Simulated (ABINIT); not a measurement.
CdS (Greenockite):

```
Cd S
1.0
     4.15000    0.00000    0.00000
    -2.07500    3.59401    0.00000
     0.00000    0.00000    6.73700
Cd S
2 2
Direct
  0.66667 0.33333 0.50000
  0.33333 0.66667 0.00000
  0.66667 0.33333 0.87500
  0.33333 0.66667 0.37500
```

Base run:

```yaml
Program: ABINIT 10.8.3 (patched build)
Functional: PBE
Potentials_or_basis: SG15 NC PBE v1.2
Cutoff: 1279 eV
k_mesh: 5 × 5 × 3
Occupations: fermi-dirac, width 0.05 eV
Spin: no spin polarisation
```

Its results: band gap on the k mesh 1.20 eV, direct; largest force 0.066 eV/Å.

Task: After a change of settings the same cell gave: band gap on the k mesh 0.91 eV, direct; largest force 0.058 eV/Å. Which change was it?
A. potentials or basis from SG15 NC PBE v1.2 to JTH PAW PBE v2.0; cutoff from 1279 eV to 435 eV; spin from no spin polarisation to spin-orbit coupling, no magnetisation; valence electrons from 52 to 36
B. potentials or basis from SG15 NC PBE v1.2 to PseudoDojo NC SR PBE v0.4.1 standard
C. functional from PBE to LDA; potentials or basis from SG15 NC PBE v1.2 to PseudoDojo NC SR LDA v0.4.1 standard
D. potentials or basis from SG15 NC PBE v1.2 to PseudoDojo NC SR PBE v0.4.1 standard; cutoff from 1279 eV to 1252 eV

Result: C.
